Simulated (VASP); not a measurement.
As under changes of volume

One of the cells (22.882 Å³/atom); the others are scaled copies at fixed shape and fractional positions:

```xyz
4
Lattice="1.8371 -5.5364 0.0000 1.8371 5.5364 0.0000 0.0000 0.0000 4.4996" Properties=species:S:1:pos:R:3 pbc="T T T"
As    1.8371    1.2180    2.5198
As    1.8371   -4.3184    4.2296
As    1.8371   -1.2180    1.9798
As    1.8371    4.3184    0.2700
```

This isn't the form of As at room conditions, which is rhombohedral.

- Program: VASP 6.6.1
- Functional: PBEsol
- Potentials or basis: VASP PAW PBE potentials, release 64 (As)
- Cutoff: 520 eV
- k mesh: 8 × 8 × 6
- Occupations: fermi-dirac, width 0.05 eV
- Spin: no spin polarisation

```csv
volume (Å³/atom),energy over the lowest point (meV/atom),pressure (GPa),largest force (eV/Å)
21.088,?,?,?
21.536,7.81,3.3,0.428
21.985,0.91,1.6,0.252
22.882,0.00,-1.2,0.149
23.331,5.17,-2.5,0.276
23.780,13.62,-3.6,0.408
```

**Question.** What does the run at 21.088 Å³/atom give?

**Answer.** Energy over the lowest point 19.64 meV/atom; pressure 5.2 GPa; largest force 0.625 eV/Å.

Worked out: A Birch-Murnaghan fit of order 3 (a polynomial in V^(-2/3)) to the other rows has its minimum at 22.48 Å³/atom with B0 = V·E''(V) = 71 GPa and B' = 4.1 at fixed shape and positions, which overstates the stiffness. It gives 19.60 meV/atom at 21.088 Å³/atom, against the run's 19.64, and -dE/dV = 5.2 GPa, against 5.2.

Energies are extrapolated to zero smearing.

Caveats: the PAW data sets were made with another functional, which shifts forces and pressure a little.
